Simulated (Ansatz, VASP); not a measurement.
# Two plane-wave programs on Zn

Contents of INCAR:

```
ALGO     = Normal         # electronic algorithm
EDIFF    = 1E-7           # SCF threshold, eV
EDIFFG   = -0.01          # ionic threshold
ENCUT    = 600            # plane-wave cutoff, eV
GGA      = RE             # functional
IBRION   = 2              # ionic algorithm
ISIF     = 3              # what is computed and relaxed
ISMEAR   = -1             # smearing method
LASPH    = True           # aspherical terms in the spheres
LCHARG   = False          # write CHGCAR
LREAL    = False          # projectors in reciprocal space
LWAVE    = False          # write WAVECAR
NELM     = 100            # most SCF steps
NSW      = 80             # ionic steps
PREC     = Accurate       # precision mode
SIGMA    = 0.1            # smearing width, eV
```

The input KPOINTS:

```
k-points
0
Gamma
  14 14 14
```

POSCAR

```
Zn
1.0
   -1.5608515766      1.5608515766      1.5608515766
    1.5608515766     -1.5608515766      1.5608515766
    1.5608515766      1.5608515766     -1.5608515766
Zn
1
Direct
    0.0000000000      0.0000000000      0.0000000000
```

Input for Ansatz:

```yaml
crystal:
  lattice:
    - [-1.5608515766, 1.5608515766, 1.5608515766]
    - [1.5608515766, -1.5608515766, 1.5608515766]
    - [1.5608515766, 1.5608515766, -1.5608515766]
  atoms:
    - { symbol: Zn, position: [0.0, 0.0, 0.0] }
hamiltonian:
  xc: revpbe
  pseudopotentials:
    kind: paw
    azcp:
      Zn: "pseudopotentials/Zn.paw.azcp"
basis:
  ecutwfc: 420
  fft_grid_basis: typed
kpoints:
  mp_grid: { grid: [14, 14, 14], shift: [0, 0, 0] }
magnetization:
  spin_polarized: false
scf:
  occupations: { method: fermi_dirac, width: 0.1 }
relax:
  max_steps: 60
  f_tol: 0.01
  cell: {}
output:
  write_density: true
  write_potential: true
  elf: true
  volumetric_format: npy
```

The cell was built by a generator and needn't be a form met in nature.

Alike in both runs: task relaxation of cell and atoms; functional revPBE; k mesh 14 × 14 × 14; occupations fermi-dirac, width 0.1 eV; no spin polarisation.

|  | VASP | Ansatz |
| --- | --- | --- |
| version | VASP 6.6.1 | Ansatz 0.2.0 |
| potentials or method | VASP PAW PBE potentials, release 64 (Zn) | plane waves (420 eV) with PAW, scalar-relativistic |
| plane-wave cutoff (eV) | 600 | 420 |
| valence electrons in the cell | 12 | 12 |

```csv
,VASP,Ansatz,Ansatz less VASP
relaxed volume (Å³/atom),15.95,15.89,-0.059
relaxed cell length with the largest relative difference (Å),2.747,2.743,-0.0034
energy change over the relaxation (meV/atom),-7,-6,+1.0
```

Caveats: the PAW data sets were made with another functional, which shifts forces and pressure a little (VASP).
